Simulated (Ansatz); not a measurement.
Here is an Ansatz 0.2.0 calculation.

The input input.yaml:

```yaml
crystal:
  lattice:
    - [6.3616090156, 0.0, 0.0]
    - [0.0, 3.48040306, 0.0]
    - [-0.0857412231, 0.0, 36.1758904685]
  atoms:
    - { symbol: Te, position: [0.4292511, 0.75, 0.54070358] }
    - { symbol: Te, position: [0.5707489, 0.25, 0.45929642] }
    - { symbol: Te, position: [0.92084787, 0.25, 0.55652732] }
    - { symbol: Te, position: [0.07915213, 0.75, 0.44347268] }
    - { symbol: Mo, position: [0.18134756, 0.25, 0.49746537] }
    - { symbol: Mo, position: [0.81865244, 0.75, 0.50253463] }
hamiltonian:
  xc: pbe
  pseudopotentials: { kind: paw }
  hubbard: { sites: [{ species: Mo, l: d, u_eff: 5.0 }] }
kpoints:
  mp_grid: { grid: [3, 6, 1] }
scf:
  occupations: { method: fermi_dirac, width: 0.05 }
output:
  forces: true
  stress: true
  eigenvalues: true
```

Potentials or basis: Ansatz PAW.

The run is started by

```bash
$ ansatz run input.yaml --threads 2 --pin off --max-ram 5632MiB --backend cpu --events-out ev --progress --plain --runs-dir out
```

Q: What does it give for the band gap on the k mesh?

A: 0.09 eV, indirect (least direct gap 0.32 eV).

Q: Estimate the largest force.

A: 0.281 eV/Å.

Stress tensor (GPa, compression positive):
```
0.15 0.00 0.02
0.00 0.42 0.00
0.02 0.00 0.13
```

Caveat: odd divisions of the mesh miss points on the zone boundary, where band edges often lie, so the gap on the mesh can be too wide; spin-orbit coupling is left out, which moves the levels of the heavy elements; the U is typed as a test and isn't derived for this compound.
